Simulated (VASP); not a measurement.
# NbAs (I4_1md) in VASP: single point with PBE

Aim: the single point of NbAs with PBE.

All numbers are computed with VASP 6.6.1; they aren't measurements. Logs are shortened: lines on timing, memory, paths and dates and some standing lists are left out, and cuts for length are marked.

## (1) Starting point

The structure is tetragonal, space group I4_1md (No. 109). The conventional cell has a = 3.473 Å, b = 3.473 Å, c = 11.754 Å, α = 90.00°, β = 90.00°, γ = 90.00°. Nb (site symmetry 2mm) is surrounded by 6 As at 2.63 to 2.64 Å. Around As (site symmetry 2mm) lie 6 Nb at 2.63 to 2.64 Å.

## (2) Single point, PBE

Input file INCAR:

```
ALGO = Fast
EDIFF = 1E-6
ENCUT = 520
GGA = PE
ISIF = 2
ISMEAR = 0
LASPH = T
LCHARG = F
LREAL = F
LWAVE = F
NBANDS = 26
NELM = 100
PREC = Accurate
SIGMA = 0.05
```

Input file KPOINTS:

```
k-points
0
Gamma
  14 14 14
```

Input file POSCAR:

```
NbAs
1.0
   -1.7364266416      1.7364266416      5.8772138030
    1.7364266416     -1.7364266416      5.8772138030
    1.7364266416      1.7364266416     -5.8772138030
Nb As
2 2
Direct
   -0.0010859010     -0.0010859010      0.0000000000
    0.7489140990      0.2489140990      0.5000000000
    0.4170859010      0.4170859010      0.0000000000
    0.1670859010      0.6670859010      0.5000000000
```

Potentials or basis: VASP PAW PBE potentials, release 64 (Nb_sv, As).

The run is started by

```
cat potpaw_PBE.64/Nb_sv/POTCAR potpaw_PBE.64/As/POTCAR > POTCAR
mpirun -np 1 vasp_std > vasp.out
```

OUTCAR:

```text
EDIFF = 1E-6
   ENCUT = 520
   GGA = PE
   ISIF = 2
   ISMEAR = 0
   LASPH = T
   LREAL = F
   NELM = 100
   PREC = Accurate

 ion  position               nearest neighbor table
   1  0.999  0.999  0.000-   4 2.63   4 2.63   3 2.64   3 2.64   3 2.64   3 2.64
   2  0.749  0.249  0.500-   3 2.63   3 2.63   4 2.64   4 2.64   4 2.64   4 2.64
   3  0.417  0.417  0.000-   2 2.63   2 2.63   1 2.64   1 2.64   1 2.64   1 2.64
   4  0.167  0.667  0.500-   1 2.63   1 2.63   2 2.64   2 2.64   2 2.64   2 2.64

  LATTYP: Found a body centered tetragonal cell.
 ALAT       =     3.4728532832
 C/A-ratio  =     3.3846600036

  Lattice vectors:

 A1 = (  -1.7364266416,   1.7364266416,   5.8772138030)
 A2 = (   1.7364266416,  -1.7364266416,   5.8772138030)
 A3 = (   1.7364266416,   1.7364266416,  -5.8772138030)

Analysis of symmetry for initial positions (statically):
=====================================================================
 Subroutine PRICEL returns:
 Original cell was already a primitive cell.

 Routine SETGRP: Setting up the symmetry group for a
 body centered tetragonal supercell.

 Subroutine GETGRP returns: Found  8 space group operations
 (whereof  4 operations were pure point group operations)
 out of a pool of 16 trial point group operations.

The static configuration has the point symmetry C_2v.
 The point group associated with its full space group is C_4v.

Analysis of symmetry for dynamics (positions and initial velocities):
=====================================================================
 Subroutine PRICEL returns:
 Original cell was already a primitive cell.

 Routine SETGRP: Setting up the symmetry group for a
 body centered tetragonal supercell.

 Subroutine GETGRP returns: Found  8 space group operations
 (whereof  4 operations were pure point group operations)
 out of a pool of 16 trial point group operations.

The dynamic configuration has the point symmetry C_2v.
 The point group associated with its full space group is C_4v.

 Subroutine INISYM returns: Found  8 space group operations
 (whereof  4 operations are pure point group operations),
 and found     1 'primitive' translations

----------------------------------------------------------------------------------------

                                     Primitive cell

  volume of cell :      70.8834

  direct lattice vectors                    reciprocal lattice vectors
    -1.736426642  1.736426642  5.877213803     0.000000000  0.287947667  0.085074325
     1.736426642 -1.736426642  5.877213803     0.287947667  0.000000000  0.085074325
     1.736426642  1.736426642 -5.877213803     0.287947667  0.287947667  0.000000000

  length of vectors
     6.369615141  6.369615141  6.369615141     0.300252393  0.300252393  0.407219496

  position of ions in fractional coordinates (direct lattice)
     0.998914099  0.998914099  0.000000000
     0.748914099  0.248914099  0.500000000
     0.417085901  0.417085901  0.000000000
     0.167085901  0.667085901  0.500000000

  ion indices of the primitive-cell ions
   primitive index   ion index
                 1           1
                 2           2
                 3           3
                 4           4

----------------------------------------------------------------------------------------

 KPOINTS: k-points

Automatic generation of k-mesh.
 Grid dimensions read from file:
 generate k-points for:   14   14   14

 Generating k-lattice:

  Cartesian coordinates                     Fractional coordinates (reciprocal lattice)
     0.000000000  0.020567690  0.006076738     0.071428571 -0.000000000  0.000000000
     0.020567690  0.000000000  0.006076738    -0.000000000  0.071428571  0.000000000
     0.020567690  0.020567690  0.000000000     0.000000000  0.000000000  0.071428571

  Length of vectors
     0.021446600  0.021446600  0.029087107

  Shift w.r.t. Gamma in fractional coordinates (k-lattice)
     0.000000000  0.000000000  0.000000000

 Subroutine IBZKPT returns following result:
 ===========================================

 Found    244 irreducible k-points:

 Following reciprocal coordinates:
            Coordinates               Weight
  0.000000  0.000000  0.000000      1.000000
  0.071429  0.000000  0.000000      8.000000
  0.142857  0.000000  0.000000      8.000000
  0.214286 -0.000000  0.000000      8.000000
  0.285714 -0.000000  0.000000      8.000000
  0.357143 -0.000000  0.000000      8.000000
[... 16 lines left out ...]
  0.214286  0.142857  0.000000     16.000000
  0.285714  0.142857  0.000000     16.000000
 [... further k-points ...]
   k-points           NKPTS =    244   k-points in BZ     NKDIM =    244   number of bands    NBANDS=     26
   number of dos      NEDOS =    301   number of ions     NIONS =      4
   total plane-waves  NPLWV = 110592
   dimension x,y,z NGX =    48 NGY =   48 NGZ =   48
   dimension x,y,z NGXF=    96 NGYF=   96 NGZF=   96
   ions per type =               2   2
   NGX,Y,Z   is equivalent  to a cutoff of  12.53, 12.53, 12.53 a.u.
   NGXF,Y,Z  is equivalent  to a cutoff of  25.06, 25.06, 25.06 a.u.
 SYSTEM =  unknown system
   PREC   = accura    normal or accurate (medium, high low for compatibility)
   ISTART =      0    job   : 0-new  1-cont  2-samecut
   ICHARG =      2    charge: 1-file 2-atom 10-const
   ISPIN  =      1    spin polarized calculation?
   LNONCOLLINEAR =      F non collinear calculations
   LSORBIT =      F    spin-orbit coupling
   LASPH  =      T    aspherical Exc in radial PAW
   ENCUT  =  520.0 eV  38.22 Ry    6.18 a.u.  11.84 11.84 11.84*2*pi/ulx,y,z
   NELM   =    100;   NELMIN=  2; NELMDL= -5     # of ELM steps
   EDIFF  = 0.1E-05   stopping-criterion for ELM
   LREAL  =      F    real-space projection
   EDIFFG = 0.1E-04   stopping-criterion for IOM
   NSW    =      0    number of steps for IOM
   IBRION =     -1    ionic relax: 0-MD 1-quasi-New 2-CG
   NFREE  =      0    steps in history (QN), initial steepest desc. (CG)
   ISIF   =      2    stress and relaxation
   ISYM   =      2    0-nonsym 1-usesym 2-fastsym
   POTIM  = 0.5000    time-step for ionic-motion
   TEBEG  =    0.0;   TEEND  =   0.0 temperature during run
   PSTRESS=    0.0 pullay stress
   NELECT =      36.0000    total number of electrons
   NUPDOWN=      -1.0000    fix difference up-down
   EMIN   =  10.00;   EMAX   =-10.00  energy-range for DOS
   EFERMI =   0.00;   METHOD = LEGACY
   ISMEAR =     0;   SIGMA  =   0.05  broadening in eV -4-tet -1-fermi 0-gaus
   EFERMI_NEDOS =   21; number of points for ismear=-14 and -15
   IALGO  =     68    algorithm
   IMIX   =      4    mixing-type and parameters
     AMIX     =   0.40;   BMIX     =  1.00
     AMIX_MAG =   1.60;   BMIX_MAG =  1.00
  volume/ion in A,a.u.               =      17.72       119.59
  Fermi-wavevector in a.u.,A,eV,Ry     =   1.306153  2.468272 23.212041  1.706037
  Thomas-Fermi vector in A             =   2.436975
   LORBIT       =      0    0 simple, 1 ext, 2 COOP (PROOUT), +10 PAW based schemes
   GGA     = PE    functional components
   LHFCALC =     F    Hartree Fock is set to
   AEXX    =    0.0000 exact exchange contribution
   IVDW    =     0    specifies the selected vdW correction
   LEPSILON=     F    determine dielectric tensor
   LRPA    =     F    only Hartree local field effects (RPA)
 non-spin polarized calculation
 RMM-DIIS sequential band-by-band and
 Gauss-broadening in eV      SIGMA  =   0.05
  energy-cutoff  :      520.00
  volume of cell :       70.88
 maximum number of plane-waves:      1946
   NGX = 23   NGY = 23   NGZ = 23

 number of electron      35.9999999 magnetization

 Free energy of the ion-electron system (eV)
  ---------------------------------------------------
  ext. energy  EPLUGINS =         0.00000000
  ---------------------------------------------------
  free energy    TOTEN  =       -32.53157002 eV

  energy without entropy =      -32.53063534  energy(sigma->0) =      -32.53110268

 E-fermi :   9.4145     XC(G=0): -11.7587

 val. band max:        9.4133826528   @ k =  -0.2143   0.2857   0.2143
 cond. band min:       9.4209527826   @ k =  -0.0714   0.5000   0.0714
 fundamental gap:      0.0075701298
 Fermi energy:         9.4145391977

 k-point     1 :       0.0000    0.0000    0.0000
  band No.  band energies     occupation
      1     -45.7597      2.00000
      2     -45.7339      2.00000
      3     -21.9506      2.00000
      4     -21.8615      2.00000
      5     -21.8615      2.00000
      6     -21.7161      2.00000
[... 18 lines left out ...]
     25      13.2241      0.00000
     26      13.2802      0.00000

 k-point     2 :       0.0714    0.0000    0.0000
  band No.  band energies     occupation
      1     -45.7589      2.00000
      2     -45.7336      2.00000
      3     -21.9475      2.00000
      4     -21.8707      2.00000
      5     -21.8606      2.00000
      6     -21.7254      2.00000
[... 18 lines left out ...]
     25      13.3400      0.00000
     26      13.4482      0.00000

 k-point     3 :       0.1429    0.0000    0.0000
  band No.  band energies     occupation
      1     -45.7567      2.00000
      2     -45.7328      2.00000
      3     -21.9412      2.00000
      4     -21.8938      2.00000
      5     -21.8582      2.00000
      6     -21.7505      2.00000
[... 18 lines left out ...]
     25      13.5407      0.00000
     26      14.0064      0.00000

 k-point     4 :       0.2143   -0.0000    0.0000
  band No.  band energies     occupation
      1     -45.7535      2.00000
      2     -45.7318      2.00000
      3     -21.9535      2.00000
      4     -21.9051      2.00000
      5     -21.8546      2.00000
      6     -21.7848      2.00000
[... 18 lines left out ...]
     25      13.6999      0.00000
     26      14.6012      0.00000
[... 496 lines left out ...]
      1     -45.7532      2.00000
      2     -45.7323      2.00000
      3     -21.9285      2.00000
      4     -21.8989      2.00000
      5     -21.8804      2.00000
      6     -21.7499      2.00000
[... 18 lines left out ...]
     25      13.2386      0.00000
     26      13.9472      0.00000

 k-point    23 :       0.2143    0.1429    0.0000
  band No.  band energies     occupation
      1     -45.7498      2.00000
      2     -45.7314      2.00000
      3     -21.9459      2.00000
      4     -21.9056      2.00000
      5     -21.8750      2.00000
      6     -21.7794      2.00000
[... 18 lines left out ...]
     25      13.5978      0.00000
     26      14.2067      0.00000

 k-point    24 :       0.2857    0.1429    0.0000
  band No.  band energies     occupation
      1     -45.7459      2.00000
      2     -45.7305      2.00000
      3     -21.9863      2.00000
      4     -21.8985      2.00000
      5     -21.8660      2.00000
      6     -21.8101      2.00000
[... 18 lines left out ...]
     25      13.7998      0.00000
     26      14.5417      0.00000

 [... further k-points ...]

------------------------ aborting loop because EDIFF is reached ----------------------------------------

  FORCE on cell =-STRESS in cart. coord.  units (eV):
  Direction    XX          YY          ZZ          XY          YZ          ZX
  --------------------------------------------------------------------------------------
  -------------------------------------------------------------------------------------
  Total        0.0070850      0.0070850     -0.0093096      0.0000000      0.0000000      0.0000000
  in kB        0.1601431      0.1601431     -0.2104249      0.0000000      0.0000000      0.0000000
  external PRESSURE =       0.0366204 kB  Pullay stress =       0.0000000 kB

 VOLUME and BASIS-vectors are now :
 -----------------------------------------------------------------------------
  energy-cutoff  :      520.00
  volume of cell :       70.88
      direct lattice vectors                 reciprocal lattice vectors
    -1.736426642  1.736426642  5.877213803     0.000000000  0.287947667  0.085074325
     1.736426642 -1.736426642  5.877213803     0.287947667  0.000000000  0.085074325
     1.736426642  1.736426642 -5.877213803     0.287947667  0.287947667  0.000000000

 POSITION                                       TOTAL-FORCE (eV/Angst)
 -----------------------------------------------------------------------------------
      0.00000      0.00000     11.74166         0.000000     -0.000000     -0.001238
      0.00000      1.73643      2.92584        -0.000000      0.000000     -0.001238
      0.00000      0.00000      4.90261         0.000000      0.000000      0.001238
      1.73643      0.00000      1.96400        -0.000000     -0.000000      0.001238
 -----------------------------------------------------------------------------------
    total drift:                               -0.000000     -0.000000      0.000100

  FREE ENERGIE OF THE ION-ELECTRON SYSTEM (eV)
  ---------------------------------------------------
  free  energy   TOTEN  =       -32.5315700209 eV

  energy  without entropy=      -32.5306353395  energy(sigma->0) =      -32.53110268
```

It took 37 min on 1 thread of Intel Xeon Platinum 8259CL at 2.50GHz (Skylake/Cascade Lake), shared host; peak memory 0.62 GiB.

Results:

```yaml
Free_energy: -32.5316 eV
Pressure: 0.0 GPa
Band_gap_on_the_k_mesh: none (metal or under the smearing width)
```
